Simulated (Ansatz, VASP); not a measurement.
# Two plane-wave programs on P

INCAR

```
PREC = Accurate
ENCUT = 520
EDIFF = 1E-7
ISMEAR = 0
SIGMA = 0.15
LREAL = F
LASPH = T
NELM = 100
ALGO = Fast
ISIF = 2
LWAVE = F
LCHARG = F
GGA = PS
NBANDS = 8
```

Contents of KPOINTS:

```
Automatic mesh
0
Gamma
  12 12 12
```

File POSCAR:

```
P
1.0
    4.5107654724      0.0000000000      0.0000000000
    0.0000000000      4.5107654724      0.0000000000
    0.0000000000      0.0000000000      3.9284543215
P
1
Direct
    0.0000000000      0.0000000000      0.0000000000
```

Input for Ansatz:

```yaml
crystal:
  lattice:
    - [4.5107654724, 0.0, 0.0]
    - [0.0, 4.5107654724, 0.0]
    - [0.0, 0.0, 3.9284543215]
  atoms:
    - { symbol: P, position: [0.0, 0.0, 0.0] }
basis:
  ecutwfc: 420
kpoints:
  mp_grid: { grid: [12, 12, 12] }
hamiltonian:
  xc: pbesol
scf:
  occupations: { method: gaussian, width: 0.15 }
output:
  forces: true
  stress: true
  eigenvalues: true
```

Alike in both runs: task single point; functional PBEsol; k mesh 12 × 12 × 12; occupations gaussian, width 0.15 eV; no spin polarisation.

|  | VASP | Ansatz |
| --- | --- | --- |
| version | VASP 6.6.1 | Ansatz 0.2.0 |
| potentials or method | VASP PAW PBE potentials, release 64 (P) | scalar-relativistic, plane waves, PAW |
| plane-wave cutoff (eV) | 520 | 420 |
| valence electrons in the cell | 5 | 5 |

```csv
,VASP,Ansatz,Ansatz less VASP
gap on the k mesh at the Fermi level (eV),none,none,-
pressure (GPa),-3.9,-3.9,+0.01
largest component of the traceless stress (GPa),1.68,1.68,0.000
```

A gap of «none» marks a metal or a gap that the smearing closes.

Caveats: the PAW data sets were made with another functional, which shifts forces and pressure a little (VASP).
